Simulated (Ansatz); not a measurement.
Put CdH2 in Fm-3m (No. 225): Cd on 4a; H on 8c. A trial structure of CdH2 was built thus: ordered vacancies on the cation sites of caesium chloride (occupants of the shared sites, in ratio, Cd: 1, vacant: 1).

Computed with DFT PBE, scalar-relativistic, plane waves, PAW in Ansatz 0.2.0. Cutoff 420 eV, Γ-centred mesh, Gaussian smearing, no spin polarisation.

Formation energies are uncorrected and refer to the elements' standard structures at the same level (H₂ as a molecule).

**Question.** Predict the relaxed structure.

**Answer.**

Space group Fm-3m (No. 225). a = 5.105 Å, b = 5.105 Å, c = 5.105 Å, α = 90.00°, β = 90.00°, γ = 90.00°
```
atom  site  symmetry       x       y       z
  Cd    4a      m-3m  0.0000  0.0000  0.0000
   H    8c      -43m  0.2500  0.7500  0.7500
```

It has the fluorite type. Cd is surrounded by 8 H at 2.21 Å; H is surrounded by 4 Cd at 2.21 Å and 6 H at 2.55 Å.

**Question.** Where does its energy lie, and is it a metal?

**Answer.** The energy over the elements is +0.56 eV/atom and the gap on the 16×16×16 mesh of the 3-atom cell is 0 eV (a metal). The separate elements lie lower, so it is unstable against them.

The last run used Gaussian smearing of 0.10 eV. With hydrogen, zero-point motion can shift formation energies by some tens of meV/atom. A structure relaxed within its symmetry needn't be a true minimum. Another cell of CdH2 relaxed alike, in R-3m, lies 161 meV/atom lower, so this cell isn't the stable form at this level.
